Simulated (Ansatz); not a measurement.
GaN under changes of volume

One of the cells (11.444 Å³/atom); the others are scaled copies at fixed shape and fractional positions:

```xyz
2
Lattice="0.0000 2.2535 2.2535 2.2535 0.0000 2.2535 2.2535 2.2535 0.0000" Properties=species:S:1:pos:R:3 pbc="T T T"
Ga    0.0000    0.0000    0.0000
N     1.1268    1.1268    1.1268
```

The cell is a database's computed one.

| Property | Result |
| --- | --- |
| Program | Ansatz 0.2.0 |
| Functional | BLYP |
| Dispersion | D4 |
| Potentials or basis | Ansatz PAW |
| Cutoff | 420 eV (not typed: the program's choice for these potentials) |
| k mesh | 10 × 10 × 10 |
| Occupations | fermi-dirac, width 0.05 eV |
| Spin | no spin polarisation |

| volume (Å³/atom) | energy over the lowest point (meV/atom) | pressure (GPa) | gap on the mesh (eV) |
| --- | --- | --- | --- |
| 10.757 | 21.72 | 11.7 | 2.24 |
| 10.986 | ? | ? | ? |
| 11.215 | 1.30 | 2.8 | 1.96 |
| 11.444 | 0.00 | -0.9 | 1.82 |
| 11.673 | 3.72 | -4.3 | 1.69 |
| 11.902 | 12.05 | -7.3 | 1.56 |
| 12.131 | 24.49 | -10.0 | 1.43 |

Problem. What does the run at 10.986 Å³/atom give?

Solution. Energy over the lowest point 8.32 meV/atom; pressure 7.0 GPa; gap on the mesh 2.10 eV.

Worked out: A Birch-Murnaghan fit of order 3 (a polynomial in V^(-2/3)) to the other rows has its minimum at 11.39 Å³/atom with B0 = V·E''(V) = 182 GPa and B' = 4.4. It gives 8.34 meV/atom at 10.986 Å³/atom, against the run's 8.32, and -dE/dV = 7.1 GPa, against 7.0. A straight line through the other rows of the gap, of slope -6.73 eV per unit of ln V (its deformation potential), gives 2.10 eV, against the run's 2.10.

Energies are extrapolated to zero smearing.

Caveats: the PAW data sets come from PBE, with cores solved anew for the run's functional, which leaves a small shift of forces and pressure.

Spin-orbit coupling on Ga is left out.
